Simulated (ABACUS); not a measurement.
The system is MoS2.

```
Mo S
1.0
     1.58000    0.91221    6.15000
    -1.58000    0.91221    6.15000
     0.00000   -1.82443    6.15000
Mo S
1 2
Direct
  0.00000 0.00000 0.00000
  0.41700 0.41700 0.41700
  0.25000 0.25000 0.25000
```

Measurements of this composition are mostly on another form, of space group No. 194.

* Program: ABACUS 3.10.1
* Task: single point
* Functional: PBEsol
* Potentials or basis: PseudoDojo NC SR 0.4.1 PBEsol standard
* Cutoff: 1102 eV
* Density cutoff: 4408 eV
* Basis: plane waves
* k mesh: 10 × 10 × 10
* Occupations: fermi-dirac, width 0.05 eV
* Spin: no spin polarisation

On this cell: pressure 0.4 GPa; largest force 0.271 eV/Å; band gap on the k mesh 0.91 eV, indirect (least direct gap 1.96 eV).

The same run follows on a disturbed copy (atoms moved at random, drawn with an rms of 0.05 Å):

```
Mo S
1.0
     1.58000    0.91221    6.15000
    -1.58000    0.91221    6.15000
     0.00000   -1.82443    6.15000
Mo S
1 2
Direct
  0.00109 0.99465 0.00229
  0.39382 0.43175 0.43359
  0.24200 0.24394 0.26031
```

Q: What does the disturbed cell give?

A: The energy moves by +16.8 meV/atom; pressure -2.9 GPa; largest force 1.196 eV/Å; band gap on the k mesh 0.85 eV, indirect (least direct gap 1.90 eV).

Forces in eV/Å, atoms in the order of the input:
```
Mo  -0.769 -0.505  0.764
S    0.607  0.251 -0.808
S    0.162  0.254  0.044
```

Stress tensor (GPa, compression positive):
```
-3.04 -0.66  2.06
-0.66 -2.11  0.02
 2.06  0.02 -3.61
```

A k mesh can miss the band edges.
